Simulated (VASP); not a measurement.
Set up this calculation in VASP 6.6.1, as the native input.

* Task: single point
* Functional: PBE
* Dispersion: D3(BJ)
* Potentials or basis: VASP PAW PBE potentials, release 64 (B, N)
* Cutoff: 520 eV
* k mesh: 12 × 12 × 12
* Occupations: gaussian, width 0.01 eV
* Spin: no spin polarisation
* Dipole correction: no
* Further INCAR settings: ALGO = Normal; EDIFF = 1e-06; NBANDS = 11

The structure of BN lies in POSCAR:

```
BN
1.0
    1.2530569068      0.7234527425      3.2948837584
   -1.2530569068      0.7234527425      3.2948837584
    0.0000000000     -1.4469054850      3.2948837584
B N
1 1
Direct
    0.9996975441      0.9996975441      0.9996975441
    0.3327354559      0.3327354559      0.3327354559
```

The cell is a database's computed one.

The input as run:

INCAR

```
PREC     = Accurate       # precision mode
ENCUT    = 520            # plane-wave cutoff, eV
EDIFF    = 1E-6           # SCF threshold, eV
ISMEAR   = 0              # smearing method
SIGMA    = 0.01           # smearing width, eV
LREAL    = False          # projectors in reciprocal space
LASPH    = True           # aspherical terms in the spheres
NELM     = 100            # most SCF steps
ALGO     = Normal         # electronic algorithm
ISIF     = 2              # what is computed and relaxed
LWAVE    = False          # write WAVECAR
LCHARG   = False          # write CHGCAR
GGA      = PE             # functional
IVDW     = 12             # dispersion correction
NBANDS   = 11             # bands
```

KPOINTS

```
regular mesh
0
Gamma
  12 12 12
```

Potentials or basis: VASP PAW PBE potentials, release 64 (B, N).

Launch:

```bash
$ cat potpaw_PBE.64/B/POTCAR potpaw_PBE.64/N/POTCAR > POTCAR
$ mpirun -np 1 vasp_std > vasp.out
```

Results of the run:

```
Pressure                   : 0.1 GPa
Band gap on the k mesh     : 4.23 eV, indirect (least direct gap 4.69 eV)
Dispersion energy per atom : -0.142 eV
```

Wall time 25 s on 1 thread of Intel(R) Xeon(R) 6975P-C (Granite Rapids), on a shared host, peak memory 0.18 GiB.
